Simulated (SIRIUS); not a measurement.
**SnO2 under changes of volume**

One of the cells (14.496 Å³/atom); the others are scaled copies at fixed shape and fractional positions:

```xyz
3
Lattice="1.6171 0.9336 4.8006 -1.6171 0.9336 4.8006 0.0000 -1.8673 4.8006" Properties=species:S:1:pos:R:3 pbc="T T T"
Sn    0.0000    0.0000    7.2009
O     0.0000    0.0000   10.9861
O     0.0000    0.0000    3.4157
```

Measurements of this composition are mostly on another form, of space group No. 136.

```yaml
Program: SIRIUS 7.12.0
Functional: PBEsol
Potentials_or_basis: all-electron FP-LAPW
Cutoff: 317 eV
Basis: apw+lo standard
k_mesh: 10 × 10 × 10
Occupations: fermi-dirac, width 0.05 eV
Spin: no spin polarisation
```

| volume (Å³/atom) | energy over the lowest point (meV/atom) | gap on the mesh (eV) |
| --- | --- | --- |
| 13.626 | 4.51 | 2.28 |
| 13.916 | 0.00 | 2.14 |
| 14.206 | 1.55 | 2.00 |
| 14.496 | 8.51 | 1.87 |
| 14.785 | 20.15 | 1.76 |
| 15.075 | 36.02 | 1.65 |
| 15.365 | ? | ? |

What does the run at 15.365 Å³/atom give?

Energy over the lowest point 55.68 meV/atom; gap on the mesh 1.54 eV.

Worked out: A Birch-Murnaghan fit of order 3 (a polynomial in V^(-2/3)) to the other rows has its minimum at 13.98 Å³/atom with B0 = V·E''(V) = 157 GPa and B' = 5.0 at fixed shape and positions, which overstates the stiffness. It gives 55.59 meV/atom at 15.365 Å³/atom, against the run's 55.68. A parabola through the other rows of the gap, of slope -5.06 eV per unit of ln V there, extrapolates to 1.55 eV, against the run's 1.54.

Energies are extrapolated to zero smearing.

Caveats: spin-orbit coupling is left out, which moves the levels of the heavy elements.

A mesh can miss the band edges.
